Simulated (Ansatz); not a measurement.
# TiSi$_{2}$: pressure against volume

TiSi$_{2}$, Cmcm, a = 3.548 Å, b = 13.561 Å, c = 3.579 Å. This isn't the usual stable structure of the compound. Ansatz: PBE, PAW, 420 eV, Γ-centred 10×10×10 mesh on 6 atoms, Gaussian smearing 0.10 eV; no spin polarisation. Shape and atoms are relaxed at each volume; pressure is positive in compression.

| V (Å³/atom) | P (GPa) |
| --- | --- |
| 12.627 | ? |
| 13.058 | 14.51 |
| 13.488 | 8.88 |
| 13.919 | 4.09 |
| 14.349 | 0.00 |
| 14.780 | -3.50 |
| 15.210 | -6.50 |
| 15.784 | -9.81 |

Q: Take V0 = 14.349 Å³/atom, fit the third-order Birch–Murnaghan form to the other rows, and predict the missing pressure.

A: With the Eulerian strain f = ½[(V0/V)^(2/3) − 1] and y = P/[3f(1 + 2f)^(5/2)], the form is the line y = B0 + 1.5 B0 (B0′ − 4) f. Rows (f, y): 0.03244, 127.4; 0.02106, 126.8; 0.01025, 126.4; -0.00977, 125.5; -0.01905, 125.3; -0.03078, 124.5. Means f = 0.0006917, y = 125.98; Σ(Δf)² = 0.003004, ΣΔfΔy = 0.1308; the slope is their ratio. y = 126.0 + 43.55 f GPa, so B0 = 126.0 GPa and B0′ = 4 + 2 × (43.55)/(3 × 126.0) = 4.23. At V = 12.627, f = 0.04448, y = 127.94 and P = 21.13 GPa. The run gave 21.14 GPa, so the fit is 0.01 GPa too low, within twice the rms miss on the fitted rows (0.007 GPa).